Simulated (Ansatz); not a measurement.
One structure, 3 elements: TiO2, ZrO2, HfO2

Plane-wave DFT in Ansatz with scalar-relativistic PAW potentials, cutoff 500 eV, Γ-centred meshes chosen by cell and gap, Gaussian smearing with energies taken to zero width. Every cell was relaxed (cell and atoms) in a run of its own, within the symmetry of its start. Functional: r2SCAN.

All members share space group P4_2/nmc and the same sites; only the element on one set of sites changes (Ti, Zr, Hf). Members needn't be the stable form of their composition. Energies over the elements, where given, are against the elements' standard states in the same functional (H₂, N₂, O₂ and halogens uncorrected, Hg as a solid). The first member:

Space group P4_2/nmc:1 (No. 137). a = 3.367 Å, b = 3.367 Å, c = 5.202 Å, α = 90.00°, β = 90.00°, γ = 90.00°
```tsv
atom	site	symmetry	x	y	z
Ti	2a	-4m2	0.0000	0.0000	0.0000
O	4d	2mm.	0.0000	0.5000	0.3371
```

Problem. How do size, gap and binding change down the group?

Solution.
```csv
compound,V (Å³/atom),a (Å),c (Å),gap on mesh (eV),energy over elements (eV/atom)
TiO2,9.83,3.367,5.202,2.94,-3.211
ZrO2,11.30,3.601,5.228,4.62,-3.720
HfO2,11.09,3.577,5.203,5.26,-3.754
```

Over the series the volume has no steady trend down the group (least for Ti); the gap widens; binding against the elements strengthens. Hf is no larger than Zr here (11.09 against 11.30 Å³/atom), as one expects from the lanthanide contraction and relativistic shrinking of 6s.

Spin-orbit coupling is left out, which matters for the bands of heavy elements.